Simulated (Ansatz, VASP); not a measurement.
MgS (Niningerite) in VASP and in Ansatz

```
CELL_PARAMETERS angstrom
0.00000 2.66614 2.66614
2.66614 0.00000 2.66614
2.66614 2.66614 0.00000
ATOMIC_POSITIONS crystal
Mg 0.00000 0.00000 0.00000
S 0.50000 0.50000 0.50000
```

Alike in both runs: task single point; functional PBE; k mesh 8 × 8 × 8; no spin polarisation.

|  | VASP | Ansatz |
| --- | --- | --- |
| version | VASP 6.6.1 | Ansatz 0.2.0 |
| potentials or method | VASP PAW PBE potentials, release 64 (Mg, S) | plane waves, PAW |
| plane-wave cutoff (eV) | 520 | 420 |
| occupations | gaussian, width 0.01 eV | fixed |
| valence electrons in the cell | 8 | 16 |

VASP gave:

```
gap on the k mesh at the Fermi level (eV) : 2.61
pressure (GPa)                            : -4.1
```

Task: Estimate Ansatz's values.

Result: gap on the k mesh at the Fermi level (eV): 2.63; pressure (GPa): -3.8.

The two sets of potentials don't hold the same shells in valence.

A k mesh can miss the band edges. As with any semilocal functional, this PBE gap is likely too small.
